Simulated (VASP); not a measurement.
# Te2Pt (P-3m1) in VASP: further runs

One crystal, Te2Pt, is run at these levels: PBEsol+U; tasks: single point.

All numbers are computed with VASP 6.6.1; they aren't measurements. Logs are shortened: lines on timing, memory, paths and dates and some standing lists are left out, and cuts for length are marked.

## Step 1: Starting point

It takes space group P-3m1 (No. 164, trigonal). The conventional cell has a = 4.018 Å, b = 4.018 Å, c = 5.212 Å, α = 90.00°, β = 90.00°, γ = 120.00°. Around Te (site symmetry 3m) lie 3 Pt at 2.66 Å. Pt (site symmetry -3m) is surrounded by 6 Te at 2.66 Å.

## Step 2: Single point, PBEsol+U, collinear spin, ferromagnetic start

INCAR

```
PREC = Accurate ; ENCUT = 520
EDIFF = 1E-7 ; ISMEAR = 0
SIGMA = 0.05 ; LREAL = F
LASPH = T ; NELM = 60
ALGO = Normal ; ISIF = 2
LWAVE = F ; LCHARG = F
ISPIN = 2 ; MAGMOM = 0.5 0.5 0
LORBIT = 11 ; NUPDOWN = 1
LMAXMIX = 4 ; LDAU = T
LDAUTYPE = 2 ; LDAUL = -1 2
LDAUU = 0 5 ; LDAUJ = 0 0
LDAUPRINT = 1 ; GGA = PS
```

KPOINTS

```
regular mesh
0
Gamma
  6 6 4
```

POSCAR

```
Te2Pt
1.0
    4.0179994500      0.0000000000      0.0000000000
   -2.0089997300      3.4796896000      0.0000000000
    0.0000000000      0.0000000000      5.2119993300
Te Pt
2 1
Direct
    0.3333333333      0.6666666667      0.2500000000
    0.6666666667      0.3333333333      0.7500000000
    0.0000000000      0.0000000000      0.0000000000
```

Potentials or basis: VASP PAW PBE potentials, release 64 (Te, Pt).

Command:

```
> cat potpaw_PBE.64/Te/POTCAR potpaw_PBE.64/Pt/POTCAR > POTCAR
> mpirun -np 1 vasp_std > vasp.out
```

OUTCAR:

```text
PREC = Accurate
   ENCUT = 520
   EDIFF = 1E-7
   ISMEAR = 0
   LREAL = F
   LASPH = T
   NELM = 60
   ISIF = 2
   ISPIN = 2
   LORBIT = 11
   NUPDOWN = 1
   GGA = PS

 ion  position               nearest neighbor table
   1  0.333  0.667  0.250-   3 2.66   3 2.66   3 2.66   2 3.49   2 3.49   2 3.49   2 3.49   2 3.49
                             2 3.49
   2  0.667  0.333  0.750-   3 2.66   3 2.66   3 2.66   1 3.49   1 3.49   1 3.49   1 3.49   1 3.49
                             1 3.49
   3  0.000  0.000  0.000-   2 2.66   1 2.66   2 2.66   1 2.66   2 2.66   1 2.66

  LATTYP: Found a hexagonal cell.
 ALAT       =     4.0179994500
 C/A-ratio  =     1.2971627784

  Lattice vectors:

 A1 = (   4.0179994500,   0.0000000000,   0.0000000000)
 A2 = (  -2.0089997300,   3.4796896000,   0.0000000000)
 A3 = (   0.0000000000,   0.0000000000,   5.2119993300)

Analysis of symmetry for initial positions (statically):
=====================================================================
 Subroutine PRICEL returns:
 Original cell was already a primitive cell.

 Routine SETGRP: Setting up the symmetry group for a
 hexagonal supercell.

 Subroutine GETGRP returns: Found 12 space group operations
 (whereof 12 operations were pure point group operations)
 out of a pool of 24 trial point group operations.

The static configuration has the point symmetry D_3d.

Analysis of symmetry for dynamics (positions and initial velocities):
=====================================================================
 Subroutine PRICEL returns:
 Original cell was already a primitive cell.

 Routine SETGRP: Setting up the symmetry group for a
 hexagonal supercell.

 Subroutine GETGRP returns: Found 12 space group operations
 (whereof 12 operations were pure point group operations)
 out of a pool of 24 trial point group operations.

The dynamic configuration has the point symmetry D_3d.

Analysis of structural, dynamic, and magnetic symmetry:
=====================================================================
 Subroutine PRICEL returns:
 Original cell was already a primitive cell.

 Routine SETGRP: Setting up the symmetry group for a
 hexagonal supercell.

 Subroutine GETGRP returns: Found 12 space group operations
 (whereof 12 operations were pure point group operations)
 out of a pool of 24 trial point group operations.

The overall configuration has the point symmetry D_3d.

 Subroutine INISYM returns: Found 12 space group operations
 (whereof 12 operations are pure point group operations),
 and found     1 'primitive' translations

----------------------------------------------------------------------------------------

                                     Primitive cell

  volume of cell :      72.8710

  direct lattice vectors                    reciprocal lattice vectors
     4.017999450  0.000000000  0.000000000     0.248880074  0.143690978  0.000000000
    -2.008999730  3.479689600  0.000000000     0.000000000  0.287381955  0.000000000
     0.000000000  0.000000000  5.211999330     0.000000000  0.000000000  0.191864952

  length of vectors
     4.017999450  4.017999456  5.211999330     0.287381955  0.287381955  0.191864952

  position of ions in fractional coordinates (direct lattice)
     0.333333333  0.666666667  0.250000000
     0.666666667  0.333333333  0.750000000
     0.000000000  0.000000000  0.000000000

  ion indices of the primitive-cell ions
   primitive index   ion index
                 1           1
                 2           2
                 3           3

----------------------------------------------------------------------------------------

 KPOINTS: regular mesh

Automatic generation of k-mesh.
 Grid dimensions read from file:
 generate k-points for:    6    6    4

 Generating k-lattice:

  Cartesian coordinates                     Fractional coordinates (reciprocal lattice)
     0.041480012  0.023948496  0.000000000     0.166666667  0.000000000  0.000000000
     0.000000000  0.047896992  0.000000000     0.000000000  0.166666667  0.000000000
     0.000000000  0.000000000  0.047966238     0.000000000  0.000000000  0.250000000

  Length of vectors
     0.047896993  0.047896992  0.047966238

  Shift w.r.t. Gamma in fractional coordinates (k-lattice)
     0.000000000  0.000000000  0.000000000

 Subroutine IBZKPT returns following result:
 ===========================================

 Found     24 irreducible k-points:

 Following reciprocal coordinates:
            Coordinates               Weight
[... 33 lines left out ...]
   PREC   = accura    normal or accurate (medium, high low for compatibility)
   ISTART =      0    job   : 0-new  1-cont  2-samecut
   ICHARG =      2    charge: 1-file 2-atom 10-const
   ISPIN  =      2    spin polarized calculation?
   LNONCOLLINEAR =      F non collinear calculations
   LSORBIT =      F    spin-orbit coupling
   LASPH  =      T    aspherical Exc in radial PAW
   ENCUT  =  520.0 eV  38.22 Ry    6.18 a.u.   7.47  7.47  9.69*2*pi/ulx,y,z
   NELM   =     60;   NELMIN=  2; NELMDL= -5     # of ELM steps
   EDIFF  = 0.1E-06   stopping-criterion for ELM
   LREAL  =      F    real-space projection
   EDIFFG = 0.1E-05   stopping-criterion for IOM
   NSW    =      0    number of steps for IOM
   IBRION =     -1    ionic relax: 0-MD 1-quasi-New 2-CG
   NFREE  =      0    steps in history (QN), initial steepest desc. (CG)
   ISIF   =      2    stress and relaxation
   ISYM   =      2    0-nonsym 1-usesym 2-fastsym
   POTIM  = 0.5000    time-step for ionic-motion
   TEBEG  =    0.0;   TEEND  =   0.0 temperature during run
   PSTRESS=    0.0 pullay stress
   NELECT =      22.0000    total number of electrons
   NUPDOWN=       1.0000    fix difference up-down
   EMIN   =  10.00;   EMAX   =-10.00  energy-range for DOS
   EFERMI =   0.00;   METHOD = LEGACY
   ISMEAR =     0;   SIGMA  =   0.05  broadening in eV -4-tet -1-fermi 0-gaus
   EFERMI_NEDOS =   21; number of points for ismear=-14 and -15
   IALGO  =     38    algorithm
   IMIX   =      4    mixing-type and parameters
     AMIX     =   0.40;   BMIX     =  1.00
     AMIX_MAG =   1.60;   BMIX_MAG =  1.00
  volume/ion in A,a.u.               =      24.29       163.92
  Fermi-wavevector in a.u.,A,eV,Ry     =   1.098241  2.075374 16.410427  1.206132
  Thomas-Fermi vector in A             =   2.234615
   LORBIT       =     11    0 simple, 1 ext, 2 COOP (PROOUT), +10 PAW based schemes
 LDA+U is selected, type is set to LDAUTYPE =  2
   angular momentum for each species LDAUL =    -1    2
   U (eV)           for each species LDAUU =   0.0  5.0
   J (eV)           for each species LDAUJ =   0.0  0.0
   GGA     = PS    functional components
   LHFCALC =     F    Hartree Fock is set to
   AEXX    =    0.0000 exact exchange contribution
   IVDW    =     0    specifies the selected vdW correction
   LEPSILON=     F    determine dielectric tensor
   LRPA    =     F    only Hartree local field effects (RPA)
 spin polarized calculation
 Gauss-broadening in eV      SIGMA  =   0.05
  energy-cutoff  :      520.00
  volume of cell :       72.87
 maximum number of plane-waves:      2000
 NGX is ok and might be reduce to    30
   NGX = 15   NGY = 15   NGZ = 19

atom =   3  type =  2  l = 2

 onsite density matrix

spin component  1

  0.8924  0.0000  0.0000  0.0348  0.0000
  0.0000  0.8838  0.0000 -0.0000  0.0348
  0.0000  0.0000  0.9225  0.0000  0.0000
  0.0348 -0.0000  0.0000  0.8838 -0.0000
  0.0000  0.0348  0.0000 -0.0000  0.8924

spin component  2

  0.8457  0.0000  0.0000  0.0869  0.0000
  0.0000  0.8035  0.0000 -0.0000  0.0869
  0.0000  0.0000  0.9113  0.0000  0.0000
  0.0869 -0.0000  0.0000  0.8035 -0.0000
  0.0000  0.0869  0.0000 -0.0000  0.8457

 occupancies and eigenvectors

  o =  0.7352  v =  0.0000  0.0000  0.0000  0.0000  0.0000  0.5556 -0.3445 -0.0000 -0.7065  0.2709      0.0000  0.0000  0.0000  0.0000  0.0000  0.0000  0.0000  0.0000  0.0000  0.0000
  o =  0.7352  v =  0.0000  0.0000  0.0000  0.0000  0.0000  0.2709  0.7065  0.0000 -0.3445 -0.5556      0.0000  0.0000  0.0000  0.0000  0.0000  0.0000  0.0000  0.0000  0.0000  0.0000
  o =  0.8530  v =  0.5957 -0.3282 -0.0000 -0.6731  0.2905  0.0000  0.0000  0.0000  0.0000  0.0000      0.0000  0.0000  0.0000  0.0000  0.0000  0.0000  0.0000  0.0000  0.0000  0.0000
  o =  0.8530  v =  0.2905  0.6731  0.0000 -0.3282 -0.5957  0.0000  0.0000  0.0000  0.0000  0.0000      0.0000  0.0000  0.0000  0.0000  0.0000  0.0000  0.0000  0.0000  0.0000  0.0000
  o =  0.9113  v =  0.0000  0.0000  0.0000  0.0000  0.0000  0.0000  0.0000 -1.0000  0.0000  0.0000      0.0000  0.0000  0.0000  0.0000  0.0000  0.0000  0.0000  0.0000  0.0000  0.0000
  o =  0.9140  v =  0.0000  0.0000  0.0000  0.0000  0.0000  0.7065  0.2709  0.0000  0.5556  0.3445      0.0000  0.0000  0.0000  0.0000  0.0000  0.0000  0.0000  0.0000  0.0000  0.0000
  o =  0.9140  v =  0.0000  0.0000  0.0000  0.0000  0.0000 -0.3445  0.5556  0.0000 -0.2709  0.7065      0.0000  0.0000  0.0000  0.0000  0.0000  0.0000  0.0000  0.0000  0.0000  0.0000
  o =  0.9225  v =  0.0000  0.0000 -1.0000  0.0000  0.0000  0.0000  0.0000  0.0000  0.0000  0.0000      0.0000  0.0000  0.0000  0.0000  0.0000  0.0000  0.0000  0.0000  0.0000  0.0000
  o =  0.9232  v =  0.6731  0.2905  0.0000  0.5957  0.3282  0.0000  0.0000  0.0000  0.0000  0.0000      0.0000  0.0000  0.0000  0.0000  0.0000  0.0000  0.0000  0.0000  0.0000  0.0000
  o =  0.9232  v = -0.3282  0.5957  0.0000 -0.2905  0.6731  0.0000  0.0000  0.0000  0.0000  0.0000      0.0000  0.0000  0.0000  0.0000  0.0000  0.0000  0.0000  0.0000  0.0000  0.0000

 number of electron      21.9999997 magnetization       1.0000000

 Free energy of the ion-electron system (eV)
  ---------------------------------------------------
  ext. energy  EPLUGINS =         0.00000000
  ---------------------------------------------------
  free energy    TOTEN  =       -11.61082920 eV

  energy without entropy =      -11.60818773  energy(sigma->0) =      -11.60950846

 E-fermi :   7.4768     XC(G=0): -10.6638

 val. band max:        8.8117546986   @ k =   0.5000   0.0000   0.5000
 cond. band min:       7.5163679207   @ k =   0.1667   0.0000   0.5000
 fundamental gap:     -1.2953867779
 Fermi energy:         8.8883364718

 spin component 1

 k-point     1 :       0.0000    0.0000    0.0000
  band No.  band energies     occupation
      1      -5.7274      1.00000
      2      -2.2602      1.00000
      3       1.2710      1.00000
      4       1.7510      1.00000
      5       1.7510      1.00000
      6       3.4621      1.00000
[... 432 lines left out ...]
      2      -3.4821      1.00000
      3       1.8600      1.00000
      4       1.8600      1.00000
      5       2.5058      1.00000
      6       3.5560      1.00000
[... 8 lines left out ...]
     15      15.1980      0.00000
     16      15.1980      0.00000
 Fermi energy:         7.4768359130

 spin component 2

 k-point     1 :       0.0000    0.0000    0.0000
  band No.  band energies     occupation
      1      -5.5134      1.00000
      2      -2.0348      1.00000
      3       1.4945      1.00000
      4       2.2542      1.00000
      5       2.2542      1.00000
      6       3.7964      1.00000
[... 433 lines left out ...]
      3       2.0812      1.00000
      4       2.0812      1.00000
      5       2.6631      1.00000
      6       3.9022      1.00000
[... 8 lines left out ...]
     15      15.4123      0.00000
     16      15.4123      0.00000

------------------------ aborting loop because EDIFF is reached ----------------------------------------

  FORCE on cell =-STRESS in cart. coord.  units (eV):
  Direction    XX          YY          ZZ          XY          YZ          ZX
  --------------------------------------------------------------------------------------
  -------------------------------------------------------------------------------------
  Total        0.4504663      0.4504663      0.7408745     -0.0000000     -0.0000000     -0.0000000
  in kB        9.9041720      9.9041720     16.2892286     -0.0000000     -0.0000000     -0.0000000
  external PRESSURE =      12.0325242 kB  Pullay stress =       0.0000000 kB

 VOLUME and BASIS-vectors are now :
 -----------------------------------------------------------------------------
  energy-cutoff  :      520.00
  volume of cell :       72.87
      direct lattice vectors                 reciprocal lattice vectors
     4.017999450  0.000000000  0.000000000     0.248880074  0.143690978  0.000000000
    -2.008999730  3.479689600  0.000000000     0.000000000  0.287381955  0.000000000
     0.000000000  0.000000000  5.211999330     0.000000000  0.000000000  0.191864952

 POSITION                                       TOTAL-FORCE (eV/Angst)
 -----------------------------------------------------------------------------------
     -0.00000      2.31979      1.30300        -0.000000      0.000000      0.590870
      2.00900      1.15990      3.90900         0.000000      0.000000     -0.590870
      0.00000      0.00000      0.00000        -0.000000      0.000000      0.000000
 -----------------------------------------------------------------------------------
    total drift:                                0.000000      0.000000     -0.000000

  FREE ENERGIE OF THE ION-ELECTRON SYSTEM (eV)
  ---------------------------------------------------
  free  energy   TOTEN  =       -11.6108291970 eV

  energy  without entropy=      -11.6081877324  energy(sigma->0) =      -11.60950846

 total charge

# of ion       s       p       d       tot
------------------------------------------
    1        1.404   1.837   0.072   3.313
    2        1.404   1.837   0.072   3.313
    3        0.649   0.616   8.615   9.880
--------------------------------------------------
tot          3.457   4.290   8.759  16.506

 magnetization (x)

# of ion       s       p       d       tot
------------------------------------------
    1        0.023   0.171   0.008   0.202
    2        0.023   0.171   0.008   0.202
    3        0.005   0.035   0.264   0.304
--------------------------------------------------
tot          0.050   0.377   0.279   0.707
```

It took 67 s on 1 thread of Intel Xeon Platinum 8488C (Sapphire Rapids), shared host; peak memory 0.23 GiB.

What came out:

```
Free energy                                           : -11.6108 eV
Pressure                                              : 1.2 GPa
Largest force                                         : 0.591 eV/Å
Net moment                                            : 1.00 μB per cell
Site moments                                          : Te +0.20; Pt +0.30 μB
Valence electrons inside the program's atomic spheres : Te 3.31; Pt 9.88
```

Forces in eV/Å, atoms in the order of the input:
```
Te   0.000  0.000  0.591
Te   0.000  0.000 -0.591
Pt   0.000  0.000  0.000
```

Stress tensor (GPa, compression positive):
```
0.99 0.00 0.00
0.00 0.99 0.00
0.00 0.00 1.63
```

Eigenvalues of the final occupation matrices:
```csv
site,spin,trace,eigenvalues
site 3 d,1,4.47,0.85 0.85 0.92 0.92 0.92
site 3 d,2,4.21,0.74 0.74 0.91 0.91 0.91
```

Caveat: the PAW data sets were made with another functional, which shifts forces and pressure a little; the total moment is fixed, so each spin has its own Fermi level; the U is typed as a test and isn't derived for this compound. The state reached can hang on the start; a lower one may exist.

## Step 3: Single point, PBEsol+U, non-collinear spin, random start, spin-orbit coupling

INCAR

```
SYSTEM = Te2Pt
PREC = Accurate
ENCUT = 520
EDIFF = 1E-7
ISMEAR = 0
SIGMA = 0.05
LREAL = .FALSE.
LASPH = .TRUE.
NELM = 60
ALGO = Fast
ISIF = 2
LWAVE = .FALSE.
LCHARG = .FALSE.
MAGMOM = 0.222 0.146 -0.257 0.065 -0.045 -0.015 0 0 0
LORBIT = 11
LSORBIT = .TRUE.
GGA_COMPAT = .FALSE.
LORBMOM = .TRUE.
LMAXMIX = 4
LDAU = .TRUE.
LDAUTYPE = 2
LDAUL = -1 2
LDAUU = 0 5
LDAUJ = 0 0
LDAUPRINT = 1
GGA = PS
NBANDS = 35
```

KPOINTS

```
regular mesh
0
G
  6 6 4
  0 0 0
```

POSCAR is that of step 2.

Potentials or basis: VASP PAW PBE potentials, release 64 (Te, Pt).

Command:

```
> cat potpaw_PBE.64/Te/POTCAR potpaw_PBE.64/Pt/POTCAR > POTCAR
> mpirun -np 1 vasp_ncl > vasp.out
```

It took 15 min on 1 thread of Intel Xeon Platinum 8488C (Sapphire Rapids), shared host; peak memory 0.69 GiB.

Results (log left out):

* Free energy: -12.4622 eV
* Pressure: 0.5 GPa
* Largest force: 0.445 eV/Å
* Net moment: 0.00 μB per cell
* Valence electrons inside the program's atomic spheres: Te 3.33; Pt 9.86

Forces in eV/Å, atoms in the order of the input:
```
Te   0.000  0.000  0.445
Te   0.000  0.000 -0.445
Pt   0.000  0.000  0.000
```

Stress tensor (GPa, compression positive):
```
0.32 0.00 0.00
0.00 0.32 0.00
0.00 0.00 0.75
```

Moments on the atoms (μB; x, y, z):
```
Te  0.00 0.00 0.00
Te  0.00 0.00 0.00
Pt  0.00 0.00 0.00
```

Caveat: the PAW data sets were made with another functional, which shifts forces and pressure a little; the U is typed as a test and isn't derived for this compound.
